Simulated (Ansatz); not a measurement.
Relaxed InN (zinc blende):

```
CELL_PARAMETERS angstrom
      0.00000     5.04943     5.04943
      2.52471     2.52471     5.04943
      2.52471     2.52471     0.00000
ATOMIC_POSITIONS crystal
  N  0.00000 0.75000 0.75000
  N  0.50000 0.75000 0.75000
  In 0.00000 0.00000 0.00000
  In 0.50000 0.00000 0.00000
```

A phonon eigenvector at X = (0.5, 0.5, 0.0) is frozen into this cell: atom i moves by Q times the vector below, so Q is the largest atomic displacement, in Å. The cell is held. (q is in reciprocal vectors of the primitive cell; the cell shown is doubled to hold the pattern.)

| atom | x | y | z |
|---|---|---|---|
| In3 | 0.000 | 0.000 | 1.000 |
| In4 | 0.000 | 0.000 | -1.000 |

Atoms not listed stay in place.

Computed with PBE (plane waves to 420 eV, PAW, scalar-relativistic; Ansatz, a program for electronic structure). k mesh 11×11×11 (Γ-centred), Fermi-Dirac smearing 0.05 eV. E stands for the smeared free energy. With partly filled bands, energies and forces of such displacements shift with the k mesh and the smearing. At this level the bands of InN touch or barely overlap; measurements give the solid a gap. InN was relaxed with its symmetry unable to fall. The PAW data are Ansatz's earlier set. The zero of ΔE is the undisplaced structure. The last digit holds for this mesh only.

```csv
Q (Å),ΔE (meV/cell)
-0.180,659.6
-0.150,withheld
-0.120,295.5
-0.090,166.7
-0.060,74.2
-0.030,18.6
0.000,0.0
0.030,18.6
0.060,74.2
0.090,166.7
0.120,295.5
0.150,withheld
0.180,659.6
```

Fit an even polynomial form (powers 2, 4) to the given rows and predict ΔE at Q = -0.150.

Least squares on the 11 given rows: ΔE = (20650)·Q² + (-9060)·Q⁴, in meV/cell with Q in Å; root-mean-square residual 0.03 meV/cell. At -0.150 the fit gives 460.0 meV/cell; the calculation gives 460.1 meV/cell, so the interpolation is off by -0.1 (-0.0 %). The quadratic term alone would give 464.6 meV/cell.

(For displaced atoms, the force is minus the slope of the energy, and its curvature is a force constant, which sets phonon frequencies.)
